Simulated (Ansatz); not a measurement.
# CdTe: pressure against volume

The task here is to estimate one member of a computed series from the others.

Program: Ansatz 0.2.0. Level of theory: DFT PBEsol, scalar-relativistic. These are calculated values, not measurements.

## The starting structure

Symmetry: Cmcm, No. 63, orthorhombic system. Conventional cell: a = 6.131 Å, b = 6.189 Å, c = 6.091 Å, α = 90.00°, β = 90.00°, γ = 90.00°. Cd (site symmetry m2m) is surrounded by 6 Te at 3.03 to 3.16 Å. Te (site symmetry m2m) is surrounded by 6 Cd at 3.03 to 3.16 Å.

As a file:

```cif
data_structure
_symmetry_space_group_name_H-M 'P 1'
_symmetry_Int_Tables_number 1
_cell_length_a 4.3558
_cell_length_b 4.3558
_cell_length_c 6.0907
_cell_angle_alpha 90.000
_cell_angle_beta 90.000
_cell_angle_gamma 90.545
_cell_volume 115.55
loop_
_atom_site_label
_atom_site_type_symbol
_atom_site_fract_x
_atom_site_fract_y
_atom_site_fract_z
_atom_site_occupancy
Cd1 Cd 0.27703 0.72297 0.75000 1
Cd2 Cd 0.72297 0.27703 0.25000 1
Te1 Te 0.76614 0.23386 0.75000 1
Te2 Te 0.23386 0.76614 0.25000 1
```

Atoms are numbered in the order of the input: Cd1, Cd2, Te3, Te4.

The first run:

File input.yaml:

```yaml
crystal:
  lattice:
    - [3.0238630702, -3.0527848324, 0.0]
    - [3.0238630702, 3.0527848324, 0.0]
    - [0.0, 0.0, 6.0083358012]
  atoms:
    - { symbol: Cd, position: [0.27703, 0.72297, 0.75] }
    - { symbol: Cd, position: [0.72297, 0.27703, 0.25] }
    - { symbol: Te, position: [0.766137, 0.233863, 0.75] }
    - { symbol: Te, position: [0.233863, 0.766137, 0.25] }
kpoints:
  mp_grid: { grid: [9, 9, 6] }
  band_path:
    path:
      - [0.0, 0.0, 0.0]
      - [-0.5, 0.5, 0.0]
      - [-0.4952854913, 0.5047145087, 0.0]
      - [0.4952854913, 0.4952854913, 0.0]
      - [0.0, 0.0, 0.0]
      - [0.0, 0.0, 0.5]
      - [0.4952854913, 0.4952854913, 0.5]
      - [-0.4952854913, 0.5047145087, 0.5]
      - [-0.5, 0.5, 0.5]
    npoints: 5
scf:
  occupations: { method: fermi_dirac, width: 0.05 }
hamiltonian:
  xc: pbesol
  pseudopotentials: { kind: all_electron, lapw: { basis_error: 0.001 } }
output:
  forces: true
  stress: true
  eigenvalues: true
```

Run with:

```console
ansatz run input.yaml --threads 1 --pin off --max-ram 6144MiB --backend cpu --events-out ev --progress --plain --runs-dir out
```

Among the steps run: Volume × 0.96, LAPW; Volume × 0.96, PAW; Volume × 0.96, crystal datasets; Volume × 0.99, LAPW; Volume × 0.99, PAW; Volume × 0.99, crystal datasets; Volume × 1.02, LAPW; Volume × 1.02, PAW; Volume × 1.02, crystal datasets; Volume × 1.06, LAPW; Volume × 1.06, PAW; Volume × 1.06, crystal datasets.

One of the session's tables, all rows but one given; the rest of the session is left out.

| method | volume (Å³/atom) | pressure (GPa) | largest force (eV/Å) |
| --- | --- | --- | --- |
| LAPW | 27.732 | -1.41 | 0.055 |
| LAPW | 28.599 | -2.80 | 0.050 |
| LAPW | 29.465 | -3.95 | 0.077 |
| LAPW | 30.621 | -5.16 | 0.109 |
| PAW | 27.732 | -1.42 | 0.055 |
| PAW | 28.599 | -2.81 | 0.050 |
| PAW | 29.465 | ? | ? |
| PAW | 30.621 | -5.17 | 0.109 |
| crystal datasets | 27.732 | -1.41 | 0.055 |
| crystal datasets | 28.599 | -2.80 | 0.049 |
| crystal datasets | 29.465 | -3.95 | 0.077 |
| crystal datasets | 30.621 | -5.16 | 0.109 |

Estimate the missing values for PAW, 29.465.

The run gave: pressure (GPa): -3.96; largest force (eV/Å): 0.077. In the column «pressure (GPa)» it lies between crystal datasets, 30.621 (-5.16) and LAPW, 29.465 (-3.95).

Limits of these values: Spin-orbit coupling is left out, though the cell holds Te; in elements this heavy it can shift bands and gaps by tenths of an eV. Warnings in the runs' records: gradients without spin orbit, crystal datasets made.
